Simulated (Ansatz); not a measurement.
**SiGe: how the settings move a single-point run**

How sensitive is a single-point run of SiGe to its settings? A reference run comes first, then two runs with altered input. The cell is built on a prototype (ordering on diamond) and needn't be the phase found in nature.

Computed with Ansatz 0.2.0 (reference: DFT, PBEsol, plane waves, PAW, unless a step's input says otherwise).

3 further runs of the same task are left out: 2 for a known fault of the program, 1 that didn't finish.

### 1 Starting point

The structure is trigonal, space group R-3m (No. 166). Conventional cell: a = 3.925 Å, b = 3.925 Å, c = 19.232 Å, α = 90.00°, β = 90.00°, γ = 120.00°. Si (site symmetry 3m) is surrounded by 3 Si at 2.39 Å and 1 Ge at 2.40 Å. Ge (site symmetry 3m) has 1 Si at 2.40 Å and 3 Ge at 2.42 Å as nearest neighbours.

Structure file:

```cif
data_structure
_symmetry_space_group_name_H-M 'P 1'
_symmetry_Int_Tables_number 1
_cell_length_a 6.7994
_cell_length_b 6.7994
_cell_length_c 6.7994
_cell_angle_alpha 33.555
_cell_angle_beta 33.555
_cell_angle_gamma 33.555
_cell_volume 85.55
loop_
_atom_site_label
_atom_site_type_symbol
_atom_site_fract_x
_atom_site_fract_y
_atom_site_fract_z
_atom_site_occupancy
Si1 Si 0.18612 0.18612 0.18612 1
Ge1 Ge 0.68898 0.68898 0.68898 1
Si2 Si 0.81388 0.81388 0.81388 1
Ge2 Ge 0.31102 0.31102 0.31102 1
```

### 2 Reference

Input file input.yaml:

```yaml
crystal:
  lattice:
    - [1.962718494, 1.1331760508, 6.4105976087]
    - [-1.962718494, 1.1331760508, 6.4105976087]
    - [0.0, -2.2663521017, 6.4105976087]
  atoms:
    - { symbol: Si, position: [0.1861189419, 0.1861189419, 0.1861189419] }
    - { symbol: Ge, position: [0.6889769731, 0.6889769731, 0.6889769731] }
    - { symbol: Si, position: [0.8138810581, 0.8138810581, 0.8138810581] }
    - { symbol: Ge, position: [0.3110230269, 0.3110230269, 0.3110230269] }
kpoints:
  mp_grid: { grid: [6, 6, 6] }
hamiltonian:
  xc: pbesol
scf:
  occupations: { method: fixed }
  n_extra_bands: 5
output:
  forces: true
  stress: true
  eigenvalues: true
```

Command:

```bash
ansatz run input.yaml --threads 4 --pin off --max-ram 3686MiB --backend cpu --events-out ev --progress --plain --runs-dir out
```

The main lines of its log:

```text
[...]
Basis set: ecut = 420 eV, 1701 PW (Γ), FFT grids on a1−a3, a2−a3, a3, exchange–correlation on 54×54×96 points (8 copies of the dense FFT grid, shifted against one another)
[...]
k-points: 32 of 216
[...]
SCF iter   1: F=—  HF=-9749.886768 eV  |F-HF|=—  |Δ(HF+E_count)|=         —  Δρ=2.58e-3  dr2=8.91e-3  ethr=1.77e-3  ⟨swp⟩=4.2  Hψ=2985  notcnv=0  defer=89
preconditioner: auto → Resta (q_TF=auto, 2.362 Å⁻¹)  ε∞=4.7  [insulator: Δε(μ)=0.447 eV  Ē_g=8.374 eV  n_scr=22 (ndim 8)  ℏωp=16.1 eV  f_vac=0.004  ε∞_Penn≈4.7]
SCF iter   2: F=—  HF=-9749.883987 eV  |F-HF|=—  |Δ(HF+E_count)|=   2.78e-3  Δρ=1.52e-3  dr2=2.95e-3  ethr=2.48e-5  ⟨swp⟩=2.0  Hψ=1068  notcnv=0  defer=96
[...]
SCF iter   6: F=—  HF=-9749.883480 eV  |F-HF|=—  |Δ(HF+E_count)|=   7.90e-8  Δρ=4.22e-5  dr2=9.82e-7  ethr=2.34e-8  ⟨swp⟩=2.0  Hψ=1280  notcnv=0  defer=35
SCF iter   7: F=-9749.883480 eV  HF=-9749.883480 eV  |F-HF|=8.87e-8  |Δ(HF+E_count)|=   4.93e-7  Δρ=9.00e-6  dr2=3.73e-8  ethr=2.78e-10  ⟨swp⟩=8.2  Hψ=4174  notcnv=0
[...]
SCF converged after 7 iterations
Free energy (F): -9749.883480 eV
[...]
E sigma→0 (E₀):  -9749.883480 eV
Fermi energy:    7.453240 eV
[...]
  P = ⅓ Tr σ = -0.2607 GPa (-2.607 kbar)
[...]
```

Wall time 2 s (4 threads of an x86-64 CPU, shared host); peak memory 0.44 GiB.

### 3 Changed: xc mr2scan

input.yaml, as its differences from that of step 2:

```diff
@@ -13,3 +13,3 @@
 hamiltonian:
-  xc: pbesol
+  xc: mr2scan
 scf:
```

Command:

```bash
ansatz run input.yaml --threads 4 --pin off --max-ram 3686MiB --backend cpu --events-out ev --progress --plain --runs-dir out
```

Standard output, shortened:

```text
Warning: RAYON_NUM_THREADS=4 ignored (pool sized by the plan → 4); use --threads N
[...]
scf.n_extra_bands = 5 over 18 filled bands (N_el = 36.0): the run solves 23 bands
[...]
Pseudopotentials: kind: paw
Pseudopotential: Si, paw, valence charge 4, recommended cutoff 500 eV (meta_gga), Si.paw.azcp
Pseudopotential: Ge, paw, valence charge 14, recommended cutoff 500 eV (meta_gga), Ge.paw.azcp
Functional definition: m-r2SCAN
[...]
Crystal: 4 atoms, lattice volume = 85.547 Å³
Basis set: ecut = 500 eV, 2135 PW (Γ), FFT grids on a1−a3, a2−a3, a3, exchange–correlation on 120×120×200 points (64 copies of the dense FFT grid, shifted against one another)
Bands: 23, of which v1, the nominal top of the filled ones, is band 18 counted from 1 (17 counted from 0)
Symmetry: 12 space group operations
Space group: R-3m (ITA 166), of the structure as read, at distance tolerance 4.4e-5 Å
k-points: 32 of 216
[...]
SCF iter   1: F=—  HF=-9883.842174 eV  |F-HF|=—  |Δ(HF+E_count)|=         —  Δρ=5.43e-3  dr2=2.21e-2  dr2_τ=1.59e-2  ethr=1.77e-3  ⟨swp⟩=4.1  Hψ=2993  notcnv=0  defer=91
[...]
SCF iter   6: F=-9883.862815 eV  HF=-9883.862815 eV  |F-HF|=6.43e-9  |Δ(HF+E_count)|=   9.96e-8  Δρ=5.22e-6  dr2=2.21e-8  dr2_τ=2.93e-10  ethr=2.78e-10  ⟨swp⟩=10.4  Hψ=4146  notcnv=0
[...]
SCF converged after 6 iterations
Free energy (F): -9883.862815 eV
[...]
E sigma→0 (E₀):  -9883.862815 eV
Fermi energy:    7.409615 eV
[...]
--- Forces (eV/Å), atoms counted from 1 ---
  atom   1  Si     0.00000000     0.00000000    -0.00368179
  atom   2  Ge     0.00000000     0.00000000    -0.00286032
  atom   3  Si     0.00000000    -0.00000000     0.00368179
  atom   4  Ge     0.00000000    -0.00000000     0.00286032
[...]
--- Stress (GPa, compression-positive) ---
        0.058714       0.000000      -0.000000
        0.000000       0.058714       0.000000
       -0.000000       0.000000      -0.128949
  P = ⅓ Tr σ = -0.0038 GPa (-0.038 kbar)
--- Band table (eV; the first three rows and the last of 32) ---
  k-point 0: bands = ["-17.8047", "-17.8047", "-17.7173", "-17.7173", "-17.6421", "-17.6418", "-17.5109", "-17.5109", "-17.4781", "-17.4781", "-5.6548", "-3.2159", "-0.2773", "5.8266", "5.8266", "7.2972", "7.4096", "7.4096", "8.2260", "9.5630", "9.9054", "9.9054", "10.1994"]
[...]
```

It took 8.5 s on 4 threads of an x86-64 CPU, shared host; peak memory 0.64 GiB.

After a change of functional the difference of the totals has no physical meaning; the gap on the mesh goes from 0.44 to 0.75 eV and the largest force goes from 0.03 to 0.00 eV/Å. Meta-GGAs of this kind usually give somewhat wider gaps than GGAs. Cost: 6 SCF cycles against 7, 8.5 s against 2 s.

### 4 Changed: xc r2scan

input.yaml, as its differences from that of step 2:

```diff
@@ -13,3 +13,3 @@
 hamiltonian:
-  xc: pbesol
+  xc: r2scan
 scf:
```

Command:

```bash
ansatz run input.yaml --threads 4 --pin off --max-ram 3686MiB --backend cpu --events-out ev --progress --plain --runs-dir out
```

Standard output, shortened:

```text
Warning: RAYON_NUM_THREADS=4 ignored (pool sized by the plan → 4); use --threads N
[...]
scf.n_extra_bands = 5 over 18 filled bands (N_el = 36.0): the run solves 23 bands
[...]
[... 3 set-up lines as earlier in the session ...]
Functional definition: r2SCAN
[...]
Crystal: 4 atoms, lattice volume = 85.547 Å³
Basis set: ecut = 500 eV, 2135 PW (Γ), FFT grids on a1−a3, a2−a3, a3, exchange–correlation on 120×120×200 points (64 copies of the dense FFT grid, shifted against one another)
Bands: 23, of which v1, the nominal top of the filled ones, is band 18 counted from 1 (17 counted from 0)
[... 2 set-up lines as earlier in the session ...]
k-points: 32 of 216
[...]
SCF iter   1: F=—  HF=-9883.842174 eV  |F-HF|=—  |Δ(HF+E_count)|=         —  Δρ=5.43e-3  dr2=2.21e-2  dr2_τ=1.59e-2  ethr=1.77e-3  ⟨swp⟩=4.1  Hψ=2993  notcnv=0  defer=91
[...]
SCF iter   6: F=-9883.862815 eV  HF=-9883.862815 eV  |F-HF|=6.43e-9  |Δ(HF+E_count)|=   9.96e-8  Δρ=5.22e-6  dr2=2.21e-8  dr2_τ=2.93e-10  ethr=2.78e-10  ⟨swp⟩=10.4  Hψ=4146  notcnv=0
[...]
SCF converged after 6 iterations
Free energy (F): -9883.862815 eV
[...]
E sigma→0 (E₀):  -9883.862815 eV
Fermi energy:    7.409615 eV
[...]
--- Forces (eV/Å), atoms counted from 1 ---
  atom   1  Si     0.00000000     0.00000000    -0.00368179
  atom   2  Ge     0.00000000     0.00000000    -0.00286032
  atom   3  Si     0.00000000    -0.00000000     0.00368179
  atom   4  Ge     0.00000000    -0.00000000     0.00286032
[...]
--- Stress (GPa, compression-positive) ---
        0.058714       0.000000      -0.000000
        0.000000       0.058714       0.000000
       -0.000000       0.000000      -0.128949
  P = ⅓ Tr σ = -0.0038 GPa (-0.038 kbar)
--- Band table (eV; the first three rows and the last of 32) ---
[... band rows left out ...]
[...]
```

Run time: 9.3 s. Hardware: 4 threads of an x86-64 CPU, shared host; peak memory 0.64 GiB.

Total energies don't compare across a change of functional; the gap on the mesh goes from 0.44 to 0.75 eV and the largest force goes from 0.03 to 0.00 eV/Å. Meta-GGAs of this kind usually give somewhat wider gaps than GGAs. Cost: 6 SCF cycles against 7, 9.3 s against 2 s.

### 5 Side by side

```
          run     ending   energy change  pressure (GPa)  gap (eV)  force (eV/Å)  cycles   time
    reference  converged               -            -0.3      0.44          0.03       7    2 s
1: xc mr2scan  converged  not comparable             0.0      0.75          0.00       6  8.5 s
 2: xc r2scan  converged  not comparable             0.0      0.75          0.00       6  9.3 s
```

Residual by cycle in the longest SCF loop of each run; runs are numbered as in the table. The quantity is the density residual dr2, in eV.

```
cycle  reference    run 1    run 2
    1    0.00891   0.0221   0.0221
    2    0.00295  0.00337  0.00337
    3     1.2e-4  0.00112  0.00112
    4     3.3e-5   1.1e-5   1.1e-5
    5     8.4e-6   8.4e-7   8.4e-7
    6     9.8e-7   2.2e-8   2.2e-8
    7     3.7e-8        -        -
```

What this shows: The pressure spans -0.3 to 0.0 GPa over the reference and the converged variants. The gap spans 0.44 to 0.75 eV over the reference and the converged variants.
